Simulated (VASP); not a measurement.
# CaB2 (P6/mmm) in VASP: notebook, part 2 of 3

VASP 6.6.1. Earlier steps stand in the parts before.

### 3 Band structure, r2SCAN

The input, INCAR:

```
  ALGO = Normal
  EDIFF = 1E-6
  ENCUT = 520
  ISIF = 2
  ISMEAR = -1
  LASPH = T
  LCHARG = F
  LMIXTAU = T
  LREAL = F
  LWAVE = F
  METAGGA = R2SCAN
  NELM = 60
  PREC = Accurate
  SIGMA = 0.05
```

The input, KPOINTS:

```
k-points
0
Gamma
  9 9 7
```

The input, POSCAR:

```
CaB2
1.0
    3.2264302843      0.0000000000      0.0000000000
   -1.6132151421      2.7941705897      0.0000000000
    0.0000000000      0.0000000000      4.0673920000
Ca B
1 2
Direct
    0.0000000000      0.0000000000      0.0000000000
    0.6666666667      0.3333333333      0.5000000000
    0.3333333333      0.6666666667      0.5000000000
```

The input, KPOINTS_OPT:

```
path GMKGALHA,LM,KH
10
line-mode
reciprocal
 0.0000000000  0.0000000000  0.0000000000  G
 0.5000000000  0.0000000000  0.0000000000  M

 0.5000000000  0.0000000000  0.0000000000  M
 0.3333333333  0.3333333333  0.0000000000  K

 0.3333333333  0.3333333333  0.0000000000  K
 0.0000000000  0.0000000000  0.0000000000  G

 0.0000000000  0.0000000000  0.0000000000  G
 0.0000000000  0.0000000000  0.5000000000  A

 0.0000000000  0.0000000000  0.5000000000  A
 0.5000000000  0.0000000000  0.5000000000  L

 0.5000000000  0.0000000000  0.5000000000  L
 0.3333333333  0.3333333333  0.5000000000  H

 0.3333333333  0.3333333333  0.5000000000  H
 0.0000000000  0.0000000000  0.5000000000  A

 0.5000000000  0.0000000000  0.5000000000  L
 0.5000000000  0.0000000000  0.0000000000  M

 0.3333333333  0.3333333333  0.0000000000  K
 0.3333333333  0.3333333333  0.5000000000  H
```

Potentials or basis: VASP PAW PBE potentials, release 64 (Ca_sv, B).

Launch:

```
$ cat potpaw_PBE.64/Ca_sv/POTCAR potpaw_PBE.64/B/POTCAR > POTCAR
$ mpirun -np 1 vasp_std > vasp.out
```

OUTCAR:

```text
EDIFF = 1E-6
   ENCUT = 520
   ISIF = 2
   ISMEAR = -1
   LASPH = T
   LREAL = F
   METAGGA = R2SCAN
   NELM = 60
   PREC = Accurate

 ion  position               nearest neighbor table
   1  0.000  0.000  0.000-
   2  0.667  0.333  0.500-   3 1.86   3 1.86   3 1.86
   3  0.333  0.667  0.500-   2 1.86   2 1.86   2 1.86

  LATTYP: Found a hexagonal cell.
 ALAT       =     3.2264302843
 C/A-ratio  =     1.2606477257

[... 553 lines left out ...]

  FORCE on cell =-STRESS in cart. coord.  units (eV):
  Direction    XX          YY          ZZ          XY          YZ          ZX
  --------------------------------------------------------------------------------------
  -------------------------------------------------------------------------------------
  Total       -0.0427506     -0.0427506      0.2207466     -0.0000000      0.0000000      0.0000000
  in kB       -1.8679334     -1.8679334      9.6452469     -0.0000000      0.0000000      0.0000000
  external PRESSURE =       1.9697934 kB  Pullay stress =       0.0000000 kB

 VOLUME and BASIS-vectors are now :
 -----------------------------------------------------------------------------
  energy-cutoff  :      520.00
  volume of cell :       36.67
      direct lattice vectors                 reciprocal lattice vectors
     3.226430284  0.000000000  0.000000000     0.309940061  0.178943978  0.000000000
    -1.613215142  2.794170590  0.000000000     0.000000000  0.357887956  0.000000000
     0.000000000  0.000000000  4.067392000     0.000000000  0.000000000  0.245857788

 POSITION                                       TOTAL-FORCE (eV/Angst)
 -----------------------------------------------------------------------------------
      0.00000      0.00000      0.00000        -0.000000      0.000000      0.000000
      1.61322      0.93139      2.03370         0.000000     -0.000000      0.000000
     -0.00000      1.86278      2.03370         0.000000      0.000000      0.000000
 -----------------------------------------------------------------------------------
    total drift:                               -0.000000      0.000000      0.000000

  FREE ENERGIE OF THE ION-ELECTRON SYSTEM (eV)
  ---------------------------------------------------
  free  energy   TOTEN  =       -22.3080582684 eV

  energy  without entropy=      -22.3013129730  energy(sigma->0) =      -22.30468562
```

OSZICAR:

```text
N       E                     dE             d eps       ncg     rms          rms(c)
DAV:   1     0.913334279689E+02    0.91333E+02   -0.82952E+03  1152   0.134E+03
DAV:   2    -0.213792168202E+02   -0.11271E+03   -0.10720E+03  1260   0.315E+02
DAV:   3    -0.257337734501E+02   -0.43546E+01   -0.41675E+01  1600   0.565E+01
[... 28 lines left out ...]
DAV:   9    -0.806765474592E+04   -0.12793E-06     1068
       N       E                     dE             ncg
DAV:   1    -0.505867836206E+02   -0.29142E+05     1008
DAV:   2    -0.441696135705E+04   -0.43664E+04     1084
DAV:   3    -0.455904094778E+04   -0.14208E+03     1380
DAV:   4    -0.456550223558E+04   -0.64613E+01     1648
DAV:   5    -0.456557003877E+04   -0.67803E-01     1368
DAV:   6    -0.456557145638E+04   -0.14176E-02     1428
DAV:   7    -0.456557147580E+04   -0.19419E-04     1340
DAV:   8    -0.456557147631E+04   -0.51085E-06      952
```

stdout:

```text
POSCAR found type information on POSCAR CaB
 POSCAR found :  2 types and       3 ions
 scaLAPACK will be used
 -----------------------------------------------------------------------------
|                                                                             |
|                                                                             |
|     You enforced a specific xc type in the INCAR file but a different       |
|     I HOPE YOU KNOW WHAT YOU ARE DOING!                                     |
|                                                                             |
 -----------------------------------------------------------------------------

 LDA part: xc-table for (None), standard interpolation
 POSCAR, INCAR and KPOINTS ok, starting setup
 FFT: planning ... GRIDC
 FFT: planning ... GRID_SOFT
 FFT: planning ... GRID
 WAVECAR not read
 entering main loop
 Start KPOINTS_OPT (optional k-point list driver)
k-point batch [1-48\90]
k-point batch [49-90\90]
```

Wall time 2.4 min (1 thread of Intel Xeon Platinum 8375C at 2.90GHz (Ice Lake), shared host); peak memory 0.18 GiB.

Results:

```yaml
Free_energy: -22.3081 eV
Pressure: 0.2 GPa
Band_gap_along_the_path: none (metal or under the smearing width)
```

Levels at the corners of the path, in eV from the Fermi level:
```
point  band 4  band 5  band 6  band 7  band 8  band 9  band 10  band 11  band 12
    Γ  -21.46  -11.16   -2.00    0.38    0.38    0.72     5.77     5.77     6.64
    M  -21.47   -7.45   -6.77   -1.52   -1.29    1.20     3.26     5.63     6.70
    M  -21.47   -7.45   -6.77   -1.52   -1.29    1.20     3.26     5.63     6.70
    K  -21.45   -6.39   -6.39   -4.45   -0.02   -0.02     4.16     4.16     6.83
    K  -21.45   -6.39   -6.39   -4.45   -0.02   -0.02     4.16     4.16     6.83
    Γ  -21.46  -11.16   -2.00    0.38    0.38    0.72     5.77     5.77     6.64
    Γ  -21.46  -11.16   -2.00    0.38    0.38    0.72     5.77     5.77     6.64
    A  -21.45  -10.14   -4.86    0.95    0.95    3.80     4.41     4.41     4.53
    A  -21.45  -10.14   -4.86    0.95    0.95    3.80     4.41     4.45     4.53
    L  -21.56   -7.96   -5.91   -1.82   -0.81   -0.78     5.68     5.83     6.72
    L  -21.56   -7.96   -5.91   -1.82   -0.81   -0.78     5.68     5.83     6.72
    H  -21.54   -6.71   -6.71   -3.63   -0.36   -0.36     6.30     7.10     7.10
    H  -21.54   -6.71   -6.71   -3.63   -0.36   -0.36     6.30     7.10     7.11
    A  -21.45  -10.14   -4.86    0.95    0.95    3.80     4.41     4.41     4.53
    L  -21.56   -7.96   -5.91   -1.82   -0.81   -0.78     5.68     5.83     6.72
    M  -21.47   -7.45   -6.77   -1.52   -1.29    1.20     3.26     5.63     6.70
    K  -21.45   -6.39   -6.39   -4.45   -0.02   -0.02     4.16     4.16     6.83
    H  -21.54   -6.71   -6.71   -3.63   -0.36   -0.36     6.30     7.10     7.11
```

Caveat: the PAW data sets were made with another functional, which shifts forces and pressure a little.

### 4 Band structure, SCAN

INCAR: that of step 3 with these lines changed.

```diff
@@ -10,3 +10,3 @@
   LWAVE = F
-  METAGGA = R2SCAN
+  METAGGA = SCAN
   NELM = 60
```

KPOINTS is that of step 3.

POSCAR is that of step 3.

KPOINTS_OPT is that of step 3.

Launch:

```
$ cat potpaw_PBE.64/Ca_sv/POTCAR potpaw_PBE.64/B/POTCAR > POTCAR
$ mpirun -np 1 vasp_std > vasp.out
```

Run time: 1.8 min. Hardware: 1 thread of Intel Xeon Platinum 8375C at 2.90GHz (Ice Lake), shared host; peak memory 0.18 GiB.

It converged, with:

| Item | Value |
| --- | --- |
| Free energy | -25.0597 eV |
| Pressure | -1.0 GPa |
| Band gap along the path | none (metal or under the smearing width) |

Stress tensor (GPa, compression positive):
```
-1.48  0.00  0.00
 0.00 -1.48  0.00
 0.00  0.00  0.02
```

Levels at the corners of the path, in eV from the Fermi level:
```csv
point,band 4,band 5,band 6,band 7,band 8,band 9,band 10,band 11,band 12
Γ,-21.47,-11.08,-1.97,0.31,0.31,0.66,5.75,5.75,6.64
M,-21.49,-7.40,-6.72,-1.49,-1.29,1.20,3.29,5.62,6.68
M,-21.49,-7.40,-6.72,-1.49,-1.29,1.20,3.29,5.62,6.68
K,-21.47,-6.35,-6.35,-4.40,0.01,0.01,4.14,4.14,6.80
K,-21.47,-6.35,-6.35,-4.40,0.01,0.01,4.14,4.14,6.80
Γ,-21.47,-11.08,-1.97,0.31,0.31,0.66,5.75,5.75,6.64
Γ,-21.47,-11.08,-1.97,0.31,0.31,0.66,5.75,5.75,6.64
A,-21.47,-10.06,-4.85,0.88,0.88,3.76,4.39,4.39,4.61
A,-21.47,-10.06,-4.85,0.88,0.88,3.76,4.39,4.39,4.61
L,-21.58,-7.91,-5.86,-1.81,-0.81,-0.76,5.66,5.93,6.72
L,-21.58,-7.91,-5.86,-1.81,-0.81,-0.76,5.66,5.93,6.72
H,-21.55,-6.66,-6.66,-3.58,-0.35,-0.35,6.28,7.10,7.10
H,-21.55,-6.66,-6.66,-3.58,-0.35,-0.35,6.28,7.10,7.10
A,-21.47,-10.06,-4.85,0.88,0.88,3.76,4.39,4.39,4.61
L,-21.58,-7.91,-5.86,-1.81,-0.81,-0.76,5.66,5.93,6.72
M,-21.49,-7.40,-6.72,-1.49,-1.29,1.20,3.29,5.62,6.68
K,-21.47,-6.35,-6.35,-4.40,0.01,0.01,4.14,4.14,6.80
H,-21.55,-6.66,-6.66,-3.58,-0.35,-0.35,6.28,7.10,7.11
```

Caveat: the PAW data sets were made with another functional, which shifts forces and pressure a little.

### 5 Band structure, TPSS

INCAR: that of step 4 with these lines changed.

```diff
@@ -10,3 +10,3 @@
   LWAVE = F
-  METAGGA = SCAN
+  METAGGA = TPSS
   NELM = 60
```

KPOINTS is that of step 4.

POSCAR is that of step 4.

KPOINTS_OPT is that of step 4.

Launch:

```
$ cat potpaw_PBE.64/Ca_sv/POTCAR potpaw_PBE.64/B/POTCAR > POTCAR
$ mpirun -np 1 vasp_std > vasp.out
```

It took 2.3 min on 1 thread of Intel Xeon Platinum 8375C at 2.90GHz (Ice Lake), shared host; peak memory 0.19 GiB.

It converged, with:

```
Free energy             : -24.7768 eV
Pressure                : -0.3 GPa
Band gap along the path : none (metal or under the smearing width)
```

Stress tensor (GPa, compression positive):
```
-0.43  0.00  0.00
 0.00 -0.43  0.00
 0.00  0.00 -0.06
```

Levels at the corners of the path, in eV from the Fermi level:
```tsv
point	band 6	band 7	band 8	band 9	band 10	band 11
Γ	-1.79	0.38	0.40	0.40	5.54	5.54
M	-6.46	-1.35	-1.15	1.01	3.24	5.48
M	-6.46	-1.35	-1.15	1.01	3.24	5.48
K	-6.03	-4.27	0.09	0.09	3.90	3.90
K	-6.03	-4.27	0.09	0.09	3.90	3.90
Γ	-1.79	0.38	0.40	0.40	5.54	5.54
Γ	-1.79	0.38	0.40	0.40	5.54	5.54
A	-4.70	0.97	0.97	3.44	4.22	4.22
A	-4.70	0.97	0.97	3.44	4.22	4.22
L	-5.60	-1.67	-0.84	-0.70	5.40	5.65
L	-5.60	-1.67	-0.84	-0.70	5.40	5.65
H	-6.33	-3.44	-0.34	-0.34	6.02	6.91
H	-6.33	-3.44	-0.34	-0.34	6.02	6.91
A	-4.70	0.97	0.97	3.44	4.22	4.22
L	-5.60	-1.67	-0.84	-0.70	5.40	5.65
M	-6.46	-1.35	-1.15	1.01	3.24	5.48
K	-6.03	-4.27	0.09	0.09	3.90	3.90
H	-6.33	-3.44	-0.34	-0.34	6.02	6.91
```

Caveat: the PAW data sets were made with another functional, which shifts forces and pressure a little.

[end of part 2 of 3]
